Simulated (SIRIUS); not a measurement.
The system is Ge.

```
Ge
1.0
     0.00000    2.82891    2.82891
     2.82891    0.00000    2.82891
     2.82891    2.82891    0.00000
Ge
2
Direct
  0.75000 0.75000 0.75000
  0.50000 0.50000 0.50000
```

Base run:

- Program: SIRIUS 7.12.0
- Functional: RPBE
- Potentials or basis: PseudoDojo 0.4.1 PBE standard (scalar relativistic)
- Cutoff: 1078 eV
- Density cutoff: 4311 eV
- k mesh: 8 × 8 × 8
- Occupations: fermi-dirac, width 0.05 eV
- Spin: no spin polarisation

Its results: band gap on the k mesh 0.20 eV; pressure 6.1 GPa.

**Question.** After a change of settings the same cell gave: band gap on the k mesh 0.31 eV; pressure 5.5 GPa. Which change was it?
A. functional from RPBE to KT2; libxc names from ["XC_GGA_X_RPBE", "XC_GGA_C_PBE"] to ["XC_GGA_XC_KT2"]
B. functional from RPBE to OLYP; libxc names from ["XC_GGA_X_RPBE", "XC_GGA_C_PBE"] to ["XC_GGA_X_OPTX", "XC_GGA_C_LYP"]
C. functional from RPBE to BLYP; libxc names from ["XC_GGA_X_RPBE", "XC_GGA_C_PBE"] to ["XC_GGA_X_B88", "XC_GGA_C_LYP"]
D. functional from RPBE to LDA; libxc names from ["XC_GGA_X_RPBE", "XC_GGA_C_PBE"] to ["XC_LDA_X", "XC_LDA_C_PW"]

**Answer.** B.

Caveats: the potentials were made for another functional, which shifts forces and pressure.
